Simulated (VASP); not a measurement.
Ga under changes of volume

One of the cells (19.058 Å³/atom); the others are scaled copies at fixed shape and fractional positions:

```
Ga
1.0
     1.45960   -4.09192    0.00000
     1.45960    4.09192    0.00000
     0.00000    0.00000    3.19099
Ga
2
Direct
  0.13300 0.86700 0.75000
  0.86700 0.13300 0.25000
```

This isn't the form of Ga at room conditions, which is orthorhombic.

```yaml
Program: VASP 6.6.1
Functional: PBEsol
Potentials_or_basis: VASP PAW PBE potentials, release 64 (Ga_d)
Cutoff: 520 eV
k_mesh: 10 × 10 × 8
Occupations: fermi-dirac, width 0.05 eV
Spin: no spin polarisation
```

```csv
volume (Å³/atom),energy over the lowest point (meV/atom),pressure (GPa),largest force (eV/Å)
17.564,2.27,1.7,0.234
17.937,0.00,0.3,0.225
18.311,?,?,?
19.058,10.30,-2.9,0.202
19.432,18.39,-3.8,0.195
19.806,28.29,-4.6,0.186
```

Q: What does the run at 18.311 Å³/atom give?

A: Energy over the lowest point 0.80 meV/atom; pressure -0.9 GPa; largest force 0.217 eV/Å.

Worked out: A Birch-Murnaghan fit of order 3 (a polynomial in V^(-2/3)) to the other rows has its minimum at 18.02 Å³/atom with B0 = V·E''(V) = 62 GPa and B' = 5.2 at fixed shape and positions, which overstates the stiffness. It gives 0.82 meV/atom at 18.311 Å³/atom, against the run's 0.80, and -dE/dV = -1.0 GPa, against -0.9.

Energies are extrapolated to zero smearing.

Caveats: the PAW data sets were made with another functional, which shifts forces and pressure a little.
